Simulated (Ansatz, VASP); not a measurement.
**One calculation of AlCu, two programs**

```xyz
2
Lattice="3.0414 0.0000 0.0000 0.0000 3.0414 0.0000 0.0000 0.0000 3.0414" Properties=species:S:1:pos:R:3 pbc="T T T"
Al    0.0000    0.0000    0.0000
Cu    1.5207    1.5207    1.5207
```

Alike in both runs: task single point; functional PBEsol; k mesh 14 × 14 × 14; occupations gaussian, width 0.1 eV; no spin polarisation.

|  | VASP | Ansatz |
| --- | --- | --- |
| version | VASP 6.6.1 | Ansatz 0.2.0 |
| potentials or method | VASP PAW PBE potentials, release 64 (Al, Cu) | scalar-relativistic, plane waves, PAW |
| plane-wave cutoff (eV) | 520 | 420 |
| valence electrons in the cell | 14 | 22 |

|  | VASP | Ansatz | Ansatz less VASP |
| --- | --- | --- | --- |
| gap on the k mesh at the Fermi level (eV) | none | none | - |
| pressure (GPa) | -8.1 | -9.0 | -0.83 |

A gap of «none» marks a metal or a gap that the smearing closes. The two sets of potentials don't hold the same shells in valence.

Caveats: the PAW data sets were made with another functional, which shifts forces and pressure a little (VASP).
